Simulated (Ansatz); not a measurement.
Geometry optimisation in Ansatz: input, command and trajectory.

```yaml
crystal:
  lattice:
    - [5.1648312153, 0.0, -0.0063115731]
    - [0.0, 5.2330300398, 0.0]
    - [-0.8729498785, 0.0, 5.2761863042]
  atoms:
    - { symbol: Hf, position: [0.2761998701, 0.0418318844, 0.208210184] }
    - { symbol: Hf, position: [0.7238001299, 0.5418318844, 0.291789816] }
    - { symbol: Hf, position: [0.7238001299, 0.9581681156, 0.791789816] }
    - { symbol: Hf, position: [0.2761998701, 0.4581681156, 0.708210184] }
    - { symbol: O, position: [0.4479533928, 0.7576521439, 0.4784979932] }
    - { symbol: O, position: [0.5520466072, 0.2576521439, 0.0215020068] }
    - { symbol: O, position: [0.5520466072, 0.2423478561, 0.5215020068] }
    - { symbol: O, position: [0.4479533928, 0.7423478561, 0.9784979932] }
    - { symbol: O, position: [0.0700607267, 0.3337739746, 0.344020987] }
    - { symbol: O, position: [0.9299392733, 0.8337739746, 0.155979013] }
    - { symbol: O, position: [0.9299392733, 0.6662260254, 0.655979013] }
    - { symbol: O, position: [0.0700607267, 0.1662260254, 0.844020987] }
basis:
  ecutwfc: 500
kpoints:
  mp_grid: { grid: [6, 6, 6] }
hamiltonian:
  xc: r2scan
scf:
  occupations: { method: gaussian, width: 0.02 }
output:
  forces: true
  stress: true
  eigenvalues: true
relax:
  adjacent_minimum: "off"
  f_tol: 0.01
  max_steps: 30
  cell: { stress_tol: 0.1, fix: [volume] }
```

```bash
ansatz run input.yaml --threads 4 --pin off --max-ram 10240MiB --backend cpu --events-out ev --progress --plain --runs-dir out
```

Method: DFT r2SCAN, scalar-relativistic, plane waves, PAW (Ansatz).

The volume is held at 1.03 times that of the relaxed cell.

Of 6 frames 5 are shown, positions in Å and forces in eV/Å; the SCF threshold varies from step to step. Steps run on the plane waves of an earlier cell, with a Pulay correction in the pressure. The basis is chosen afresh for the last frame, the zero of the energies, and at times for earlier ones too; energy and pressure can step there, also at an unchanged geometry. Where two frames share a geometry here, they differ by under 2 meV/atom and 0.3 GPa.

```xyz
12
Lattice="5.1648 0.0000 -0.0063 0.0000 5.2330 0.0000 -0.8730 0.0000 5.2762" Properties=species:S:1:pos:R:3:forces:R:3 pbc="T T T" step=1 free_energy_over_end_meV_per_atom=1.42 pressure_GPa=-7.11
Hf    1.2448    0.2189    1.0968   -0.1654    0.0569   -0.0884
Hf    3.4836    2.8354    1.5350    0.1654    0.0569    0.0884
Hf    3.0471    5.0141    4.1731    0.1654   -0.0569    0.0884
Hf    0.8083    2.3976    3.7349   -0.1654   -0.0569   -0.0884
O     1.8959    3.9648    2.5218    0.1148    0.0100   -0.0373
O     2.8325    1.3483    0.1100   -0.1148    0.0100    0.0373
O     2.3960    1.2682    2.7481   -0.1148   -0.0100    0.0373
O     1.4594    3.8847    5.1599    0.1148   -0.0100   -0.0373
O     0.0615    1.7466    1.8147    0.0240   -0.0044    0.0841
O     4.6668    4.3632    0.8171   -0.0240   -0.0044   -0.0841
O     4.2303    3.4864    3.4552   -0.0240    0.0044   -0.0841
O    -0.3749    0.8699    4.4528    0.0240    0.0044    0.0841
12
Lattice="5.1757 0.0000 -0.0192 0.0000 5.2074 0.0000 -0.8880 0.0000 5.2933" Properties=species:S:1:pos:R:3:forces:R:3 pbc="T T T" step=2 free_energy_over_end_meV_per_atom=1.04 pressure_GPa=-6.41
Hf    1.2377    0.2133    1.0938    0.0894    0.0634   -0.0030
Hf    3.4940    2.8170    1.5336   -0.0894    0.0634    0.0030
Hf    3.0500    4.9941    4.1803   -0.0894   -0.0634    0.0030
Hf    0.7937    2.3904    3.7405    0.0894   -0.0634   -0.0030
O     1.9100    3.9440    2.5209   -0.0491    0.0051   -0.0692
O     2.8217    1.3403    0.1066    0.0491    0.0051    0.0692
O     2.3777    1.2634    2.7532    0.0491   -0.0051    0.0692
O     1.4660    3.8671    5.1675   -0.0491   -0.0051   -0.0692
O     0.0562    1.7298    1.8289   -0.1044    0.0084    0.0461
O     4.6755    4.3335    0.7985    0.1044    0.0084   -0.0461
O     4.2315    3.4776    3.4452    0.1044   -0.0084   -0.0461
O    -0.3878    0.8739    4.4756   -0.1044   -0.0084    0.0461
12
Lattice="5.1738 0.0000 -0.0142 0.0000 5.2176 0.0000 -0.8825 0.0000 5.2840" Properties=species:S:1:pos:R:3:forces:R:3 pbc="T T T" step=3 free_energy_over_end_meV_per_atom=0.63 pressure_GPa=-6.50
Hf    1.2393    0.2170    1.0940    0.0420    0.0518   -0.0083
Hf    3.4932    2.8258    1.5338   -0.0420    0.0518    0.0083
Hf    3.0520    5.0006    4.1757   -0.0420   -0.0518    0.0083
Hf    0.7980    2.3918    3.7360    0.0420   -0.0518   -0.0083
O     1.9085    3.9526    2.5162    0.0069   -0.0108   -0.0418
O     2.8241    1.3438    0.1115   -0.0069   -0.0108    0.0418
O     2.3828    1.2650    2.7535   -0.0069    0.0108    0.0418
O     1.4672    3.8738    5.1582    0.0069    0.0108   -0.0418
O     0.0535    1.7328    1.8278   -0.0292   -0.0208    0.0357
O     4.6790    4.3416    0.8000    0.0292   -0.0208   -0.0357
O     4.2377    3.4848    3.4420    0.0292    0.0208   -0.0357
O    -0.3877    0.8760    4.4697   -0.0292    0.0208    0.0357
12
Lattice="5.1737 0.0000 -0.0208 0.0000 5.2041 0.0000 -0.8892 0.0000 5.2989" Properties=species:S:1:pos:R:3:forces:R:3 pbc="T T T" step=4 free_energy_over_end_meV_per_atom=0.04 pressure_GPa=-5.92
Hf    1.2371    0.2240    1.1006   -0.0473   -0.0047   -0.0216
Hf    3.4920    2.8260    1.5280    0.0473   -0.0047    0.0216
Hf    3.0474    4.9802    4.1775    0.0473    0.0047    0.0216
Hf    0.7925    2.3781    3.7501   -0.0473    0.0047   -0.0216
O     1.9141    3.9374    2.5027   -0.0062   -0.0140   -0.0085
O     2.8150    1.3353    0.1260    0.0062   -0.0140    0.0085
O     2.3704    1.2668    2.7754    0.0062    0.0140    0.0085
O     1.4694    3.8688    5.1521   -0.0062    0.0140   -0.0085
O     0.0197    1.6796    1.8761   -0.0155    0.0192   -0.0114
O     4.7093    4.2817    0.7526    0.0155    0.0192    0.0114
O     4.2647    3.5245    3.4020    0.0155   -0.0192    0.0114
O    -0.4249    0.9225    4.5255   -0.0155   -0.0192   -0.0114
12
Lattice="5.1724 0.0000 -0.0157 0.0000 5.2052 0.0000 -0.8839 0.0000 5.2982" Properties=species:S:1:pos:R:3:forces:R:3 pbc="T T T" step=6 free_energy_over_end_meV_per_atom=0.00 pressure_GPa=-5.92
Hf    1.2367    0.2227    1.1005    0.0054   -0.0011    0.0021
Hf    3.4938    2.8253    1.5328   -0.0054   -0.0011   -0.0021
Hf    3.0519    4.9824    4.1819   -0.0054    0.0011   -0.0021
Hf    0.7948    2.3798    3.7497    0.0054    0.0011    0.0021
O     1.9150    3.9379    2.5026    0.0007    0.0019    0.0054
O     2.8156    1.3354    0.1308   -0.0007    0.0019   -0.0054
O     2.3736    1.2672    2.7799   -0.0007   -0.0019   -0.0054
O     1.4730    3.8698    5.1517    0.0007   -0.0019    0.0054
O     0.0260    1.6877    1.8696   -0.0012    0.0016    0.0021
O     4.7045    4.2903    0.7638    0.0012    0.0016   -0.0021
O     4.2626    3.5174    3.4129    0.0012   -0.0016   -0.0021
O    -0.4159    0.9149    4.5187   -0.0012   -0.0016    0.0021
```

It took 6.2 min on 4 threads of Intel(R) Xeon(R) Processor @ 2.50GHz (Skylake/Cascade Lake), on a shared host, peak memory 1.5 GiB.

Spin–orbit coupling is left out, which can shift energies with elements as heavy as these.